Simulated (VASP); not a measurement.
Input of a VASP 6.6.1 run:

INCAR

```
  PREC = Accurate
  ENCUT = 600
  EDIFF = 1E-6
  ISMEAR = -1
  SIGMA = 0.1
  LREAL = F
  LASPH = T
  NELM = 80
  ALGO = Fast
  ISIF = 3
  LWAVE = F
  LCHARG = F
  GGA = RE
  IBRION = 2
  NSW = 80
  EDIFFG = -0.01
```

The input KPOINTS:

```
Automatic mesh
0
Gamma
  8 8 11
```

POSCAR

```
Ge
1.0
    4.7727297598      0.0000000000      0.0000000000
   -2.3863648799      4.1333052174      0.0000000000
    0.0000000000      0.0000000000      2.9256833427
Ge
3
Direct
    0.0000000000      0.0000000000      0.0000000000
    0.3333333333      0.6666666667      0.5000000000
    0.6666666667      0.3333333333      0.5000000000
```

Potentials or basis: VASP PAW PBE potentials, release 64 (Ge_d).

Command:

```sh
$ cat potpaw_PBE.64/Ge_d/POTCAR > POTCAR
$ mpirun -np 1 vasp_std > vasp.out
```

Q: Estimate the relaxed cell.

A: a = 4.941 Å, b = 4.941 Å, c = 2.806 Å, α = 90.00°, β = 90.00°, γ = 120.00°.

Q: What does it give for the relaxed volume?

A: 19.78 Å³/atom.

Q: Estimate the space group after relaxing (to 0.05 Å).

A: P6/mmm (No. 191).

Final structure:
```
Ge
1.0
     4.94077    0.00000    0.00000
    -2.47038    4.27883    0.00000
     0.00000    0.00000    2.80633
Ge
3
Direct
  0.00000 0.00000 0.00000
  0.33333 0.66667 0.50000
  0.66667 0.33333 0.50000
```

Caveat: the PAW data sets were made with another functional, which shifts forces and pressure a little.
